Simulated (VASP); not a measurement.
# VASP 6.6.1 run: InAs

INCAR

```
LWAVE = .FALSE.
ENCUT = 600
NBANDS = 16
LCHARG = .FALSE.
IBRION = 2
ISMEAR = -1
GGA = CA
SIGMA = 0.02
LASPH = .TRUE.
EDIFFG = -5E-3
NSW = 40
LREAL = .FALSE.
ISIF = 3
NELM = 62
EDIFF = 1E-7
PREC = Accurate
```

KPOINTS

```
KPOINTS created by Atomic Simulation Environment
0
Gamma
8 8 8
0 0 0
```

POSCAR

```
In As
 1.0000000000000000
    -0.0000000000000000    2.8767311147595351    2.8767311147595351
     2.8767311147595351    0.0000000000000000    2.8767311147595351
     2.8767311147595351    2.8767311147595351    0.0000000000000000
 In  As
   1   1
Cartesian
  0.0000000000000000 -0.0000000000000000 -0.0000000000000000
  2.8767311147595351  2.8767311147595351  2.8767311147595351
```

The recommended LDA PAW datasets give the neutral cell 18 valence electrons.

Command

```
mpirun -np 1 vasp_std
```

Q: How does this run end, and what does it give?

A: It converged. Results: relaxed cell vector lengths 3.966, 3.966, 3.966 Å; relaxed cell volume 44.12 Å³.

OSZICAR

```
N       E                     dE             d eps       ncg     rms          rms(c)
DAV:   1     0.112156467189E+03    0.11216E+03   -0.90802E+03   928   0.141E+03
DAV:   2    -0.194601756058E+01   -0.11410E+03   -0.10936E+03   984   0.316E+02
DAV:   3    -0.871724940821E+01   -0.67712E+01   -0.66685E+01  1224   0.720E+01
DAV:   4    -0.887339787513E+01   -0.15615E+00   -0.15606E+00  1072   0.116E+01
DAV:   5    -0.888039465953E+01   -0.69968E-02   -0.69966E-02  1424   0.219E+00    0.368E+00
DAV:   6    -0.871076338584E+01    0.16963E+00   -0.30550E-01  1328   0.931E+00    0.197E+00
DAV:   7    -0.870330292737E+01    0.74605E-02   -0.26934E-02  1256   0.130E+00    0.752E-01
DAV:   8    -0.870086559865E+01    0.24373E-02   -0.14334E-03  1200   0.392E-01    0.990E-02
DAV:   9    -0.870077644703E+01    0.89152E-04   -0.10032E-04  1200   0.847E-02    0.677E-02
DAV:  10    -0.870077829482E+01   -0.18478E-05   -0.64394E-06  1432   0.316E-02    0.886E-03
...
DAV:   1    -0.891134511458E+01   -0.16378E+00   -0.37135E+00  1144   0.374E+01    0.242E+00
DAV:   2    -0.878090063248E+01    0.13044E+00   -0.25055E-01  1160   0.105E+01    0.909E-01
DAV:   3    -0.875879219803E+01    0.22108E-01   -0.62002E-02  1216   0.491E+00    0.452E-01
DAV:   4    -0.875857470072E+01    0.21750E-03   -0.25565E-03   968   0.457E-01    0.295E-01
DAV:   5    -0.875821897019E+01    0.35573E-03   -0.22416E-04  1240   0.138E-01    0.137E-01
DAV:   6    -0.875817712975E+01    0.41840E-04   -0.97461E-05  1320   0.101E-01    0.199E-02
DAV:   7    -0.875817475466E+01    0.23751E-05   -0.86361E-06  1232   0.424E-02    0.614E-03
DAV:   8    -0.875817456433E+01    0.19032E-06   -0.10093E-06  1224   0.179E-02    0.191E-03
DAV:   9    -0.875817457038E+01   -0.60445E-08   -0.26331E-08   656   0.189E-03
   3 F= -.87581746E+01 E0= -.87577746E+01  d E =-.573963E-01
```

| ionic step | ΔE (meV/atom) | volume (Å³) | largest force (eV/Å) | pressure (GPa) | electronic steps |
| --- | --- | --- | --- | --- | --- |
| 1 | 0.0 | 47.61 | 0.000 | -4.90 | 11 |
| 2 | -23.4 | 42.77 | 0.000 | 2.59 | 9 |
| 3 | -28.7 | 44.12 | 0.000 | 0.00 | 9 |

For comparison, a separate LDA relaxation on usual settings, not on those above, ends at 44.12 Å³.
